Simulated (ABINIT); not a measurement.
## Zr: single point with PBEsol

Zr:

```
CELL_PARAMETERS angstrom
3.23200 0.00000 0.00000
-1.61600 2.79899 0.00000
0.00000 0.00000 5.14700
ATOMIC_POSITIONS crystal
Zr 0.66667 0.33333 0.75000
Zr 0.33333 0.66667 0.25000
```

```yaml
Program: ABINIT 10.8.3 (patched build)
Task: single point
Functional: PBEsol
Potentials_or_basis: JTH PAW PBE v2.0
Cutoff: 544 eV
k_mesh: 9 × 9 × 5
Occupations: fermi-dirac, width 0.05 eV
Spin: no spin polarisation
```

The pressure is -3.4 GPa and the band gap on the k mesh is none (metal or under the smearing width). The valence electrons inside the program's atomic spheres are Zr 9.02 (radii [1.1749] Å).

Stress tensor (GPa, compression positive):
```
-3.72  0.00  0.00
 0.00 -3.72  0.00
 0.00  0.00 -2.88
```

Levels at points of the mesh, in eV from the Fermi level:
| k point | band 8 | band 9 | band 10 | band 11 | band 12 | band 13 | band 14 | band 15 | band 16 |
| --- | --- | --- | --- | --- | --- | --- | --- | --- | --- |
| (0.00, 0.00, 0.00) | -26.29 | -5.68 | -3.05 | 0.85 | 0.85 | 1.00 | 1.17 | 1.54 | 1.54 |

Wall time 21 s on 1 thread of Arm Neoverse V2 (shared host), peak memory 0.13 GiB.

Caveat: the PAW data sets were made with another functional, which shifts forces and pressure a little.
